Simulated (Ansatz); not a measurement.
# SiO2: the cost of one run

Program: Ansatz 0.2.0. Level of theory: DFT PBE, scalar-relativistic, plane waves, PAW. These are calculated values, not measurements.

The COD cell was measured well above room temperature, so it is larger than a cold one.

### Step 1. Starting point

Symmetry: P6_222, No. 180, hexagonal system. Conventional cell: a = 4.997 Å, b = 4.997 Å, c = 5.457 Å, α = 90.00°, β = 90.00°, γ = 120.00°. Around Si (site symmetry 222) lie 4 O at 1.59 Å. O (site symmetry 2) is surrounded by 2 Si at 1.59 Å.

Structure file:

```
Si O
1.0
     4.99710    0.00000    0.00000
    -2.49855    4.32762    0.00000
     0.00000    0.00000    5.45740
Si O
3 6
Direct
  0.50000 0.00000 0.00000
  0.50000 0.50000 0.33333
  0.00000 0.50000 0.66667
  0.41550 0.20775 0.16667
  0.20775 0.41550 0.50000
  0.79225 0.20775 0.83333
  0.58450 0.79225 0.16667
  0.79225 0.58450 0.50000
  0.20775 0.79225 0.83333
```

The structure comes from the Crystallography Open Database.

(A quick probe on a coarse mesh, which set the mesh and smearing, is not shown.)

### Step 3. Coarse relaxation

input.yaml reads:

```yaml
crystal:
  lattice:
    - [4.997101929, 0.0, 0.0]
    - [-2.4985509645, 4.3276172158, 0.0]
    - [0.0, 0.0, 5.4574]
  atoms:
    - { symbol: Si, position: [0.5, 0.0, 0.0] }
    - { symbol: Si, position: [0.5, 0.5, 0.3333333333] }
    - { symbol: Si, position: [0.0, 0.5, 0.6666666667] }
    - { symbol: O, position: [0.4155, 0.20775, 0.1666666667] }
    - { symbol: O, position: [0.20775, 0.4155, 0.5] }
    - { symbol: O, position: [0.79225, 0.20775, 0.8333333333] }
    - { symbol: O, position: [0.5845, 0.79225, 0.1666666667] }
    - { symbol: O, position: [0.79225, 0.5845, 0.5] }
    - { symbol: O, position: [0.20775, 0.79225, 0.8333333333] }
basis:
  ecutwfc: 420
kpoints:
  mp_grid: { grid: [6, 6, 4] }
hamiltonian:
  xc: pbe
scf:
  occupations: { method: gaussian, width: 0.1 }
output:
  forces: true
  stress: true
  eigenvalues: true
relax:
  adjacent_minimum: "off"
  f_tol: 0.05
  max_steps: 80
  cell: { stress_tol: 0.5 }
```

Started as:

```sh
$ ansatz run input.yaml --threads 2 --pin off --max-ram 5120MiB --backend cpu --events-out ev --progress --plain --runs-dir out
```

Q: Estimate wall time and peak memory on 2 threads of Arm Neoverse V1, shared host.

About 30 s, with a peak of 0.38 GiB.
